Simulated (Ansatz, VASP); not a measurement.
WC: VASP beside Ansatz

File POSCAR:

```
WC
1.0
    2.9454201100      0.0000000000      0.0000000000
   -1.4727100600      2.5508108400      0.0000000000
    0.0000000000      0.0000000000      2.8751047800
W C
1 1
Direct
    0.0000000000      0.0000000000      0.0000000000
    0.6666700000      0.3333300000      0.5000000000
```

The input INCAR.step1:

```
SYSTEM = WC
PREC = Accurate
ENCUT = 520
EDIFF = 1E-6
ISMEAR = -5
SIGMA = 0.1
LREAL = .False.
LASPH = .True.
NELM = 100
ALGO = Normal
ISIF = 2
LWAVE = .False.
LCHARG = .True.
LMAXMIX = 4
GGA = PS
NBANDS = 16
```

File KPOINTS.step1:

```
Automatic mesh
0
Gamma
  10 10 9
  0 0 0
```

INCAR.step2

```
SYSTEM = WC
PREC = Accurate
ENCUT = 520
EDIFF = 1E-6
ISMEAR = -5
SIGMA = 0.1
LREAL = .False.
LASPH = .True.
NELM = 100
ALGO = Normal
ISIF = 2
LWAVE = .False.
LCHARG = .False.
LMAXMIX = 4
GGA = PS
LORBIT = 10
NBANDS = 16
NEDOS = 1001
ICHARG = 11
```

File KPOINTS.step2:

```
Automatic mesh
0
Gamma
  15 15 14
  0 0 0
```

Input for Ansatz:

```yaml
crystal:
  lattice:
    - [2.94542011, 0.0, 0.0]
    - [-1.47271006, 2.55081084, 0.0]
    - [0.0, 0.0, 2.87510478]
  atoms:
    - { symbol: W, position: [0.0, 0.0, 0.0] }
    - { symbol: C, position: [0.66667, 0.33333, 0.5] }
  symmetry: { tolerance: 0.0003 }
kpoints:
  mp_grid: { grid: [10, 10, 9], shift: [0, 0, 0] }
  band_path:
    path:
      - [0.0, 0.0, 0.0]
      - [0.5, 0.0, 0.0]
      - [0.33333333, 0.33333333, 0.0]
      - [0.0, 0.0, 0.0]
      - [0.0, 0.0, 0.5]
      - [0.5, 0.0, 0.5]
      - [0.33333333, 0.33333333, 0.5]
      - [0.0, 0.0, 0.5]
      - [0.5, 0.0, 0.5]
      - [0.5, 0.0, 0.0]
      - [0.33333333, 0.33333333, 0.5]
    npoints: 6
magnetization:
  spin_polarized: false
scf:
  occupations: { method: tetrahedron }
  lower_state_search: "off"
  max_iter: 200
hamiltonian:
  pseudopotentials: { kind: paw }
  xc: pbesol
basis:
  ecutwfc: 420
  fft_grid_basis: typed
output:
  forces: true
  stress: true
  eigenvalues: true
  bader: true
  populations: true
  elf: true
  write_potential: true
  volumetric_format: npy
  dos:
    e_range: [-12, 8]
    de: 0.05
    projected: { site_lists: { C: [C], W: [W] } }
checkpoint:
  read: saved_state
```

Alike in both runs: task density of states; functional PBEsol; k mesh 10 × 10 × 9; occupations tetrahedron; no spin polarisation.

|  | VASP | Ansatz |
| --- | --- | --- |
| version | VASP 6.6.1 | Ansatz 0.2.0 |
| potentials or method | VASP PAW PBE potentials, release 64 (W_sv, C) | PAW plane waves |
| plane-wave cutoff (eV) | 520 | 420 |
| valence electrons in the cell | 18 | 18 |

```csv
,VASP,Ansatz,Ansatz less VASP
pressure (GPa),-17.0,-18.0,-0.98
rms of the force components (eV/Å),0.003,0.000,-0.0031
```

Ansatz warned: «band_table_not_solved_further».

Caveats: the PAW data sets were made with another functional, which shifts forces and pressure a little (VASP); tetrahedron occupations give inexact forces and stress in metals. The runs have no spin-orbit coupling, so splittings on W are missing.
